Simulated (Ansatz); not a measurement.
# TiNi (P4/nmm) in Ansatz: further runs

Runs on TiNi. Level: LDA. Tasks: single point, equation of state.

Everything below comes from runs of Ansatz 0.2.0. Logs are shortened: lines on timing, memory, paths and dates and some standing lists are left out, and cuts for length are marked.

### 1 Starting point

It takes space group P4/nmm (No. 129, tetragonal). Conventional cell: a = 3.822 Å, b = 3.822 Å, c = 3.636 Å, α = 90.00°, β = 90.00°, γ = 90.00°. Around Ni (site symmetry -4m2) lie 8 Ti at 2.59 to 2.69 Å and 4 Ni at 2.70 Å. Ti (site symmetry 4mm) is surrounded by 8 Ni at 2.59 to 2.69 Å and 4 Ti at 2.71 Å.

The cell comes from a database or a generator and needn't be the stable form of this composition.

### 2 Single point, LDA, collinear spin, ferromagnetic start, 12.48 Å³/atom (volume scaled by 0.94)

input.yaml reads:

```yaml
crystal:
  lattice:
    - [3.7439252099, 0.0, 0.0]
    - [0.0, 3.7439252099, 0.0]
    - [0.0, 0.0, 3.5620199878]
  atoms:
    - { symbol: Ni, position: [0.0, 0.0, 0.0], spin: 1.0 }
    - { symbol: Ni, position: [0.5, 0.5, 0.0], spin: 1.0 }
    - { symbol: Ti, position: [0.5, 0.0, 0.519199], spin: 1.0 }
    - { symbol: Ti, position: [0.0, 0.5, 0.480801], spin: 1.0 }
hamiltonian:
  xc: lda
  pseudopotentials: { kind: paw }
magnetization:
  spin_polarized: true
kpoints:
  mp_grid: { grid: [7, 7, 7] }
scf:
  occupations: { method: fermi_dirac, width: 0.05 }
output:
  forces: true
  stress: true
  eigenvalues: true
```

Potentials or basis: Ansatz PAW.

Run with:

```console
$ ansatz run input.yaml --threads 2 --pin off --max-ram 5632MiB --backend cpu --events-out ev --progress --plain --runs-dir out
```

Log:

```text
Warning: RAYON_NUM_THREADS=2 ignored (pool sized by the plan → 2); use --threads N
Engine: ansatz 0.2.0, x86_64-unknown-linux-gnu
Pseudopotentials: kind: paw
Pseudopotential: Ni, paw, valence charge 18, recommended cutoff 420 eV (normal), Ni.paw.azcp
Pseudopotential: Ti, paw, valence charge 12, recommended cutoff 420 eV (normal), Ti.paw.azcp
Functional definition: SPW92
  exchange = slater_x
  correlation = pw_c
Crystal: 4 atoms, lattice volume = 49.929 Å³
Basis set: ecut = 420 eV, 987 PW (Γ)
Bands: 39, of which v1, the nominal top of the filled ones, is band 30 counted from 1 (29 counted from 0)
Symmetry: 16 space group operations
Space group: P4/nmm (ITA 129), of the structure as read, at distance tolerance 3.7e-5 Å
Magnetic group: BNS 129.411 (UNI 1071), of the structure as read, at distance tolerance 3.7e-5 Å
k-points: 40 of 343
Non-local potential: Ni, projectors of the file, l = 0: 3, l = 1: 2, l = 2: 3, l = 3: 1
Non-local potential: Ti, projectors of the file, l = 0: 3, l = 1: 2, l = 2: 3, l = 3: 1
PAW form: soft (Blöchl's): semilocal exchange-correlation on the pseudo side does not see the compensation charge
PAW frozen core: Ni, regenerated for the run's functional, and the local potential with it (the file was generated under x = pbe(κ = 0.804, μ = 0.2195149727645171), c = pbe(β = 0.06672455060314922))
PAW frozen core: Ti, regenerated for the run's functional, and the local potential with it (the file was generated under x = pbe(κ = 0.804, μ = 0.2195149727645171), c = pbe(β = 0.06672455060314922))
PAW one-centre angular grid: Ni, 590 points (default); XC on 64 Gauss nodes
PAW one-centre angular grid: Ti, 590 points (default); XC on 64 Gauss nodes
Initial density: superposition of atomic densities (chi_scale 0.1, normalization cell)
Starting moments: Σ|m| = 4 μB on 4 of 4 sites
Initial wavefunctions: pseudopotential atomic-orbital guess
Functional: x = slater, c = lda
SCF iter   1: F=—  HF=-16448.625154 eV  |F-HF|=—  |Δ(HF+E_count)|=         —  Δρ=1.32e-1 (↑1.32e-1 ↓5.10e-2)  dr2=3.44e0  dr2_m=3.40e0  M=0.564 μB ∫|m|=0.602 μB  β_m=0.30  ethr=3.10e-3  ⟨swp⟩=4.2  Hψ=9572  notcnv=0
Mixer restart at iter 1: flushing history
preconditioner: auto → Kerker (q_TF=auto, 2.813 Å⁻¹)  [metal: Δε(μ)=0.013 eV  Ē_g=5.308 eV  σ=0.050 eV  W_gap=0.06  n_scr=18 (ndim 8)  ℏωp=27.8 eV  f_vac=0.000  D(μ)=4.50/eV (n_scr^D=56)]
spin=Collinear: Kerker preconditioning applied to the charge; magnetization (m = ρ↑ − ρ↓) channel mixes plain (no charge-response kernel on spin).
SCF iter   2: F=—  HF=-16447.056442 eV  |F-HF|=—  |Δ(HF+E_count)|=    1.57e0  Δρ=7.27e-2 (↑6.91e-2 ↓7.27e-2)  dr2=1.43e0  dr2_m=2.02e0  M=0.418 μB ∫|m|=0.450 μB  β_m=0.49  ethr=3.10e-3  ⟨swp⟩=2.0  Hψ=5352  notcnv=0  defer=96
SCF iter   3: F=—  HF=-16447.975785 eV  |F-HF|=—  |Δ(HF+E_count)|=   9.19e-1  Δρ=4.13e-2 (↑3.98e-2 ↓4.13e-2)  dr2=3.00e-1  dr2_m=7.05e-1  M=0.275 μB ∫|m|=0.301 μB  β_m=0.75  ethr=2.39e-3  ⟨swp⟩=2.6  Hψ=4970  notcnv=0  defer=96
SCF iter   4: F=—  HF=-16448.900283 eV  |F-HF|=—  |Δ(HF+E_count)|=   9.24e-1  Δρ=1.83e-2 (↑1.36e-2 ↓1.83e-2)  dr2=3.99e-1  dr2_m=5.07e-3  M=0.046 μB ∫|m|=0.058 μB  β_m=0.78  ethr=5.00e-4  ⟨swp⟩=2.4  Hψ=5423  notcnv=0  defer=99
SCF iter   5: F=—  HF=-16448.861650 eV  |F-HF|=—  |Δ(HF+E_count)|=   3.86e-2  Δρ=2.35e-3 (↑2.35e-3 ↓2.25e-3)  dr2=4.72e-3  dr2_m=4.07e-4  M=0.020 μB ∫|m|=0.023 μB  β_m=0.85  ethr=5.00e-4  ⟨swp⟩=2.1  Hψ=4726  notcnv=0  defer=98
SCF iter   6: F=—  HF=-16448.868248 eV  |F-HF|=—  |Δ(HF+E_count)|=   6.60e-3  Δρ=4.32e-3 (↑4.32e-3 ↓4.01e-3)  dr2=2.30e-2  dr2_m=6.03e-5  M=0.009 μB ∫|m|=0.010 μB  β_m=0.85  ethr=7.87e-6  ⟨swp⟩=2.1  Hψ=5579  notcnv=0  defer=96
SCF iter   7: F=—  HF=-16448.867522 eV  |F-HF|=—  |Δ(HF+E_count)|=   7.26e-4  Δρ=2.50e-4 (↑2.03e-4 ↓2.50e-4)  dr2=1.05e-4  dr2_m=4.13e-6  M=0.005 μB ∫|m|=0.006 μB  β_m=0.92  ethr=7.87e-6  ⟨swp⟩=2.0  Hψ=5951  notcnv=0  defer=96
SCF iter   8: F=—  HF=-16448.867515 eV  |F-HF|=—  |Δ(HF+E_count)|=   7.56e-6  Δρ=1.43e-4 (↑1.43e-4 ↓6.72e-5)  dr2=1.14e-5  dr2_m=2.30e-6  M=0.002 μB ∫|m|=0.002 μB  β_m=0.96  ethr=1.76e-7  ⟨swp⟩=2.0  Hψ=4189  notcnv=0  defer=96
SCF iter   9: F=—  HF=-16448.867520 eV  |F-HF|=—  |Δ(HF+E_count)|=   5.31e-6  Δρ=5.77e-5 (↑5.77e-5 ↓1.70e-5)  dr2=2.12e-6  dr2_m=3.61e-7  M=0.001 μB ∫|m|=0.001 μB  β_m=0.98  ethr=1.91e-8  ⟨swp⟩=2.0  Hψ=4787  notcnv=0  defer=96
SCF iter  10: F=—  HF=-16448.867520 eV  |F-HF|=—  |Δ(HF+E_count)|=   1.31e-8  Δρ=1.21e-5 (↑1.21e-5 ↓9.95e-6)  dr2=1.03e-7  dr2_m=2.01e-8  M=0.000 μB ∫|m|=0.000 μB  β_m=0.99  ethr=3.53e-9  ⟨swp⟩=2.1  Hψ=4720  notcnv=0  defer=96
SCF iter  11: F=—  HF=-16448.867520 eV  |F-HF|=—  |Δ(HF+E_count)|=   7.81e-9  Δρ=2.83e-6 (↑2.45e-6 ↓2.83e-6)  dr2=1.55e-8  dr2_m=6.03e-11  M=0.000 μB ∫|m|=0.000 μB  β_m=0.99  ethr=1.71e-10  ⟨swp⟩=2.0  Hψ=4959  notcnv=0  defer=96
SCF iter  12: F=—  HF=-16448.867520 eV  |F-HF|=—  |Δ(HF+E_count)|=  8.08e-10  Δρ=1.14e-6 (↑9.92e-7 ↓1.14e-6)  dr2=1.99e-9  dr2_m=3.51e-12  M=0.000 μB ∫|m|=0.000 μB  β_m=0.96  ethr=2.59e-11  ⟨swp⟩=2.0  Hψ=4472  notcnv=0  defer=96
SCF iter  13: F=-16448.867520 eV  HF=-16448.867520 eV  |F-HF|=3.38e-10  |Δ(HF+E_count)|=  1.89e-10  Δρ=4.29e-7 (↑4.29e-7 ↓3.83e-7)  dr2=3.63e-10  dr2_m=2.85e-13  M=0.000 μB ∫|m|=0.000 μB  ethr=3.32e-12  ⟨swp⟩=7.1  Hψ=9235  notcnv=0
SCF 1 converged in 13 iterations: F = -16448.867520 eV  dr2 = 3.63e-10
WARN: the starting moments were not kept: the SCF closed with an absolute magnetisation of 1.3e-6 μB, where they sum to 4 μB in size (4 sites). That is at most 0.1 of that sum. Measured as dr2_m measures the in/out step, that magnetisation stands 4.4e-13 eV from none, at or under the dr2_threshold of 1.0e-7 eV: it is no larger than a step whose dr2_m would equal this threshold. The system may hold no moment; this SCF shows only that its start led to no more than that. To try another start: raise the starting moments (crystal.atoms[].spin, magnetization.per_species, magnetization.initial_magnetization, or on a non-collinear deck that types none of these the spinor_matrix: blocks that start its atoms; where the total moment is fixed, keep their sum and leave initial_magnetization as it is; typed ones take the place of any that the run laid by itself, positive ones on a crystal's lanthanoids without a Hubbard term where scf.initial_density.shell_occupations: [] is typed) or, if the notice of its spin-set hold's release reads "site moments contracting" or "site moments show no strong build", lengthen the hold (scf.mixing.spin_hold: { on: { confirm: 4 } }; for m-r²SCAN on two components see the key's manual first). Each may lead to a state that holds a moment. A second SCF, from the converged charge density, with the starting moments and any scf.initial_density.shell_occupations laid on it anew, would have followed, and was not run: the deck does not ask for one (magnetization.retry_lost_moments is false, the default). To let it run, set magnetization.retry_lost_moments: true and run the deck again, where that key's refused combinations let it; where memory then withholds it, that run's warning says so.
SCF converged after 13 iterations
Magnetization: 0.0000 μB (30.0000 up, 30.0000 down)
Absolute magnetization: 0.0000 μB (∫|ρ↑−ρ↓|, with the PAW one-centre terms)
Spin contamination: 0.0000 ħ² per cell (⟨S²⟩ above its minimum at these occupations)
Per-site moments (μB) at R_I (Å): [(-1.9821207412171832e-7, 1.0465898717039686), (-1.9821207338025729e-7, 1.0465898717039686), (3.1196491335337794e-7, 1.0465898717039686), (3.119649137219273e-7, 1.0465898717039686)]
Free energy (F): -16448.867520 eV
Harris-Foulkes:  -16448.867520 eV  (|F-HF|=3.38e-10)
Internal energy: -16448.831497 eV  (E = F + TS)
E sigma→0 (E₀):  -16448.849509 eV
Entropy (-TS):   -0.036022 eV (-9.006 meV/atom)
Fermi energy:    17.199342 eV
--- Per-component energies (eV) ---
  E_band       = -825.871229
  E_kinetic    = 1121.651254
  E_local      = -8913.943965  (includes V_loc(G=0)·N_el)
  E_nonlocal   = 1295.662334
  E_hartree    = 3764.706744
  E_xc         = -367.071835
  E_vxc        = -468.281569  (∫ρ·V_xc dr)
  E_paw        = -5121.807409  (= ΣΔE_a)
  E_vpaw       = -1390.372585  (= ΣTr[D̂ρ^β])
  E_aug_tail   = 0.001053  (compensation charges beyond the density's cutoff)
  E_ewald      = -8229.549816
  E_core_change = 1.520142  (= ΣΔE_core)
  E_smearing   = -0.036022  (= −TS)
  E_closure    = -0.000000  (closes the sum)
  Σ components = -16448.867520   (vs F -16448.867520, Δ=0.00e0)
--- Forces (eV/Å), atoms counted from 1 ---
  atom   1  Ni     0.00000000     0.00000000     0.00000000
  atom   2  Ni     0.00000000     0.00000000     0.00000000
  atom   3  Ti     0.00000000     0.00000000    -0.12603262
  atom   4  Ti     0.00000000     0.00000000     0.12603262
  max |Σ_I F_I| component: 2.78e-17 eV/Å
--- Stress (GPa, compression-positive) ---
        0.160089       0.000000       0.000000
        0.000000       0.160089       0.000000
        0.000000       0.000000      -2.784577
  P = ⅓ Tr σ = -0.8215 GPa (-8.215 kbar)
--- Band table (eV; the first three rows and the last of 80) ---
  k-point 0 ↑: bands = ["-85.4884", "-85.4784", "-46.3717", "-46.3601", "-46.3011", "-46.3011", "-46.2463", "-46.2463", "-38.8873", "-38.6440", "-15.7268", "-15.7268", "-15.4632", "-15.2686", "-15.0068", "-15.0068", "9.3415", "12.6557", "12.9453", "13.1080", "13.4958", "13.5923", "13.5923", "15.2235", "15.2235", "15.9926", "16.4959", "16.7952", "17.3420", "17.8633", "19.5308", "19.5308", "19.6807", "19.7700", "19.7700", "20.4191", "20.4191", "20.9362", "21.2196"]
  k-point 1 ↑: bands = ["-85.4884", "-85.4784", "-46.3724", "-46.3604", "-46.3011", "-46.3011", "-46.2462", "-46.2462", "-38.8858", "-38.6434", "-15.7269", "-15.7269", "-15.4777", "-15.2781", "-15.0067", "-15.0067", "9.6263", "12.8601", "13.0240", "13.2522", "13.5831", "13.6920", "13.6920", "15.2689", "15.2689", "16.0027", "16.4963", "16.6688", "17.1439", "17.5296", "18.0689", "18.0689", "19.6517", "20.1894", "20.1894", "20.6412", "20.9152", "21.4727", "21.4727"]
  k-point 2 ↑: bands = ["-85.4884", "-85.4784", "-46.3738", "-46.3610", "-46.3009", "-46.3009", "-46.2462", "-46.2462", "-38.8823", "-38.6420", "-15.7270", "-15.7270", "-15.5103", "-15.2997", "-15.0067", "-15.0067", "10.4262", "13.1520", "13.4337", "13.5905", "13.8089", "13.9844", "13.9844", "15.3794", "15.3794", "16.0242", "16.3562", "16.4971", "16.5173", "16.5684", "16.7621", "16.7621", "19.3413", "19.7500", "19.7500", "20.1144", "20.8675", "22.0560", "23.4277"]
  k-point 39 ↓: bands = ["-85.4835", "-85.4831", "-46.3677", "-46.3670", "-46.3069", "-46.3042", "-46.2442", "-46.2415", "-38.7654", "-38.7536", "-15.8432", "-15.8094", "-15.4183", "-15.4069", "-14.9684", "-14.9315", "12.5621", "12.6689", "13.3540", "13.3980", "15.0095", "15.0284", "15.0443", "15.1518", "15.1854", "15.2268", "16.1839", "16.9293", "16.9798", "17.0808", "17.4495", "17.6233", "17.7421", "18.1361", "19.7135", "20.1602", "20.4583", "20.4616", "20.7024"]
```

Run time: 10 s. Hardware: 2 threads of Intel Xeon Platinum 8259CL at 2.50GHz (Skylake/Cascade Lake), shared host; peak memory 0.54 GiB.

What came out:

| Property | Result |
| --- | --- |
| Free energy | -16448.8675 eV |
| Pressure | -0.8 GPa |
| Largest force | 0.126 eV/Å |
| Band gap on the k mesh | none (metal or under the smearing width) |
| Net moment | 0.00 μB per cell |
| Absolute moment | 0.00 μB per cell |

Caveat: the PAW data sets come from PBE, with cores solved anew for the run's functional, which leaves a small shift of forces and pressure; the starting moments weren't kept.

### 3 Single point, LDA, collinear spin, ferromagnetic start, 12.75 Å³/atom (volume scaled by 0.96)

input.yaml, as its differences from that of step 2:

```diff
@@ -2,5 +2,5 @@
   lattice:
-    - [3.7439252099, 0.0, 0.0]
-    - [0.0, 3.7439252099, 0.0]
-    - [0.0, 0.0, 3.5620199878]
+    - [3.7702917491, 0.0, 0.0]
+    - [0.0, 3.7702917491, 0.0]
+    - [0.0, 0.0, 3.5871054621]
   atoms:
```

Potentials or basis: Ansatz PAW.

Run with:

```console
$ ansatz run input.yaml --threads 2 --pin off --max-ram 5632MiB --backend cpu --events-out ev --progress --plain --runs-dir out
```

Run time: 10 s. Hardware: 2 threads of Intel Xeon Platinum 8259CL at 2.50GHz (Skylake/Cascade Lake), shared host; peak memory 0.55 GiB.

The run converged. Its results:

* Free energy: -16448.8495 eV
* Pressure: -4.5 GPa
* Largest force: 0.102 eV/Å
* Band gap on the k mesh: none (metal or under the smearing width)
* Net moment: 0.00 μB per cell
* Absolute moment: 0.00 μB per cell

Caveat: the PAW data sets come from PBE, with cores solved anew for the run's functional, which leaves a small shift of forces and pressure; the starting moments weren't kept.

### 4 Single point, LDA, collinear spin, ferromagnetic start, 13.01 Å³/atom (volume scaled by 0.98)

input.yaml, as its differences from that of step 3:

```diff
@@ -2,5 +2,5 @@
   lattice:
-    - [3.7702917491, 0.0, 0.0]
-    - [0.0, 3.7702917491, 0.0]
-    - [0.0, 0.0, 3.5871054621]
+    - [3.7962945828, 0.0, 0.0]
+    - [0.0, 3.7962945828, 0.0]
+    - [0.0, 0.0, 3.6118449022]
   atoms:
@@ -23 +23,5 @@
   eigenvalues: true
+  write_density: true
+  write_potential: true
+  elf: true
+  volumetric_format: npy
```

Run with:

```console
$ ansatz run input.yaml --threads 2 --pin off --max-ram 5632MiB --backend cpu --events-out ev --progress --plain --runs-dir out
```

Run time: 12 s. Hardware: 2 threads of Intel Xeon Platinum 8259CL at 2.50GHz (Skylake/Cascade Lake), shared host; peak memory 0.55 GiB.

Results (log left out):

```yaml
Free_energy: -16448.8082 eV
Pressure: -7.9 GPa
Largest_force: 0.080 eV/Å
Band_gap_on_the_k_mesh: none (metal or under the smearing width)
Net_moment: 0.00 μB per cell
Absolute_moment: 0.00 μB per cell
```

Caveat: the PAW data sets come from PBE, with cores solved anew for the run's functional, which leaves a small shift of forces and pressure; the starting moments weren't kept.

### 5 Single point, LDA, collinear spin, ferromagnetic start, 13.28 Å³/atom

input.yaml, as its differences from that of step 4:

```diff
@@ -2,5 +2,5 @@
   lattice:
-    - [3.7962945828, 0.0, 0.0]
-    - [0.0, 3.7962945828, 0.0]
-    - [0.0, 0.0, 3.6118449022]
+    - [3.821946, 0.0, 0.0]
+    - [0.0, 3.821946, 0.0]
+    - [0.0, 0.0, 3.63625]
   atoms:
@@ -23,5 +23 @@
   eigenvalues: true
-  write_density: true
-  write_potential: true
-  elf: true
-  volumetric_format: npy
```

Run with:

```console
$ ansatz run input.yaml --threads 2 --pin off --max-ram 5632MiB --backend cpu --events-out ev --progress --plain --runs-dir out
```

Wall time 11 s (2 threads of Intel Xeon Platinum 8259CL at 2.50GHz (Skylake/Cascade Lake), shared host); peak memory 0.55 GiB.

It converged, with:

```
Free energy            : -16448.7461 eV
Pressure               : -10.8 GPa
Largest force          : 0.060 eV/Å
Band gap on the k mesh : none (metal or under the smearing width)
Net moment             : 0.00 μB per cell
Absolute moment        : 0.00 μB per cell
```

Caveat: the PAW data sets come from PBE, with cores solved anew for the run's functional, which leaves a small shift of forces and pressure; the starting moments weren't kept.

### 6 Single point, LDA, collinear spin, ferromagnetic start, 13.54 Å³/atom (volume scaled by 1.02)

input.yaml, as its differences from that of step 5:

```diff
@@ -2,5 +2,5 @@
   lattice:
-    - [3.821946, 0.0, 0.0]
-    - [0.0, 3.821946, 0.0]
-    - [0.0, 0.0, 3.63625]
+    - [3.8472576383, 0.0, 0.0]
+    - [0.0, 3.8472576383, 0.0]
+    - [0.0, 0.0, 3.6603318276]
   atoms:
```

Potentials or basis: Ansatz PAW.

Run with:

```console
$ ansatz run input.yaml --threads 2 --pin off --max-ram 5632MiB --backend cpu --events-out ev --progress --plain --runs-dir out
```

Wall time 12 s (2 threads of Intel Xeon Platinum 8259CL at 2.50GHz (Skylake/Cascade Lake), shared host); peak memory 0.55 GiB.

The run converged. Its results:

```
Free energy            : -16448.6653 eV
Pressure               : -13.5 GPa
Largest force          : 0.042 eV/Å
Band gap on the k mesh : none (metal or under the smearing width)
Net moment             : 0.00 μB per cell
Absolute moment        : 0.00 μB per cell
```

Caveat: the PAW data sets come from PBE, with cores solved anew for the run's functional, which leaves a small shift of forces and pressure; the starting moments weren't kept.

### 7 Single point, LDA, collinear spin, ferromagnetic start, 13.81 Å³/atom (volume scaled by 1.04)

input.yaml, as its differences from that of step 6:

```diff
@@ -2,5 +2,5 @@
   lattice:
-    - [3.8472576383, 0.0, 0.0]
-    - [0.0, 3.8472576383, 0.0]
-    - [0.0, 0.0, 3.6603318276]
+    - [3.8722405308, 0.0, 0.0]
+    - [0.0, 3.8722405308, 0.0]
+    - [0.0, 0.0, 3.6841008821]
   atoms:
```

Run with:

```console
$ ansatz run input.yaml --threads 2 --pin off --max-ram 5632MiB --backend cpu --events-out ev --progress --plain --runs-dir out
```

It took 12 s on 2 threads of Intel Xeon Platinum 8259CL at 2.50GHz (Skylake/Cascade Lake), shared host; peak memory 0.55 GiB.

Results (log left out):

* Free energy: -16448.5679 eV
* Pressure: -15.9 GPa
* Largest force: 0.024 eV/Å
* Band gap on the k mesh: none (metal or under the smearing width)
* Net moment: 0.00 μB per cell
* Absolute moment: 0.00 μB per cell

Caveat: the PAW data sets come from PBE, with cores solved anew for the run's functional, which leaves a small shift of forces and pressure; the starting moments weren't kept.

### 8 Single point, LDA, collinear spin, ferromagnetic start, 14.08 Å³/atom (volume scaled by 1.06)

input.yaml, as its differences from that of step 7:

```diff
@@ -2,5 +2,5 @@
   lattice:
-    - [3.8722405308, 0.0, 0.0]
-    - [0.0, 3.8722405308, 0.0]
-    - [0.0, 0.0, 3.6841008821]
+    - [3.8969051482, 0.0, 0.0]
+    - [0.0, 3.8969051482, 0.0]
+    - [0.0, 0.0, 3.7075671255]
   atoms:
```

Run with:

```console
$ ansatz run input.yaml --threads 2 --pin off --max-ram 5632MiB --backend cpu --events-out ev --progress --plain --runs-dir out
```

Wall time 11 s (2 threads of Intel Xeon Platinum 8259CL at 2.50GHz (Skylake/Cascade Lake), shared host); peak memory 0.55 GiB.

Results (log left out):

| Property | Result |
| --- | --- |
| Free energy | -16448.4556 eV |
| Pressure | -18.0 GPa |
| Largest force | 0.008 eV/Å |
| Band gap on the k mesh | none (metal or under the smearing width) |
| Net moment | 0.00 μB per cell |
| Absolute moment | 0.00 μB per cell |

Caveat: the PAW data sets come from PBE, with cores solved anew for the run's functional, which leaves a small shift of forces and pressure; the starting moments weren't kept.

### 9 Equation of state, LDA, collinear spin, ferromagnetic start

Potentials or basis: Ansatz PAW.

This step only gathers the single runs of the series.

What came out:

- Equilibrium volume: 12.43 Å³/atom (rough: see the caveat)
- Bulk modulus at fixed shape and positions: 188 GPa (rough)

Energy against volume, from the lowest point:
```tsv
volume (Å³/atom)	energy (meV/atom)
12.482	0.00
12.748	4.50
13.013	14.83
13.279	30.37
13.545	50.56
13.810	74.91
14.076	102.98
```

Caveat: the minimum lies outside the volumes run; the cell was scaled at fixed shape and fractional positions, which overstates the stiffness of a crystal with free parameters, most of all of layers and chains.
